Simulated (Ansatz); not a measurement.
# P: the cost of one run

Program: Ansatz 0.2.0. Level of theory: DFT PBEsol, scalar-relativistic, plane waves, PAW. These are calculated values, not measurements.

2 further runs of the same task are left out: 2 set aside as unsound or not needed. Runs told in other sessions of the task aren't counted.

## Step 1: The structure to begin with

The structure is tetragonal, space group P4/mmm (No. 123). Conventional cell: a = 2.435 Å, b = 2.435 Å, c = 2.396 Å, α = 90.00°, β = 90.00°, γ = 90.00°. Around P (site symmetry 4/mmm) lie 6 P at 2.40 to 2.43 Å.

Structure file:

```cif
data_structure
_symmetry_space_group_name_H-M 'P 1'
_symmetry_Int_Tables_number 1
_cell_length_a 2.4347
_cell_length_b 2.4346
_cell_length_c 9.5859
_cell_angle_alpha 90.000
_cell_angle_beta 90.005
_cell_angle_gamma 90.000
_cell_volume 56.82
loop_
_atom_site_label
_atom_site_type_symbol
_atom_site_fract_x
_atom_site_fract_y
_atom_site_fract_z
_atom_site_occupancy
P1 P 0.00000 0.00000 0.12500 1
P2 P 0.00000 0.00000 0.62500 1
P3 P 0.00000 0.00000 0.37500 1
P4 P 0.00000 0.00000 0.87500 1
```

It goes back to an entry of the Materials Project, which need not be the stable form.

It is built from the cell relaxed beforehand with the same method (14.21 Å³/atom).

## Step 2: Zero of energy

The cell is repeated 2 times, 4 atoms in all. The reference gives a free energy of -2960.2308 eV, pressure -0.25 GPa, largest force 0.000 eV/Å and gap on the mesh none (metal). It was computed beforehand with the settings of the runs below.

## Step 3: Setting up a stacking-fault curve

The cut lies on the cell's a–b face, a (0 0 1) plane of area 5.93 Å², between layers 2.40 Å apart (P below, P above); the cell is 9.6 Å thick. Vector c is tilted by f times 1·a − 1·b (length 3.443 Å) with the atoms' Cartesian places fixed: one unrelaxed fault per cell.

## Step 4: f = 0.167

input.yaml reads:

```yaml
crystal:
  lattice:
    - [-2.4347371633, 0.0, -0.0052449062]
    - [0.0, -2.4346254889, 0.0]
    - [-0.4256750992, 0.405852069, 9.5850207796]
  atoms:
    - { symbol: P, position: [0.8958125, 0.1041875, 0.625] }
    - { symbol: P, position: [0.9791625, 0.0208375, 0.125] }
    - { symbol: P, position: [-0.1458625, 0.1458625, 0.875] }
    - { symbol: P, position: [-0.0625125, 0.0625125, 0.375] }
basis:
  ecutwfc: 420
kpoints:
  mp_grid: { grid: [24, 24, 6] }
hamiltonian:
  xc: pbesol
scf:
  occupations: { method: gaussian, width: 0.15 }
output:
  forces: true
  stress: true
  eigenvalues: true
```

Run with:

```
$ ansatz run input.yaml --threads 2 --pin off --max-ram 5120MiB --backend cpu --events-out ev --progress --plain --runs-dir out
```

Q: Estimate wall time and peak memory on 2 threads of Intel Xeon Platinum 8259CL at 2.50GHz (Skylake/Cascade Lake), shared host.

About 50 s, with a peak of 1.4 GiB.
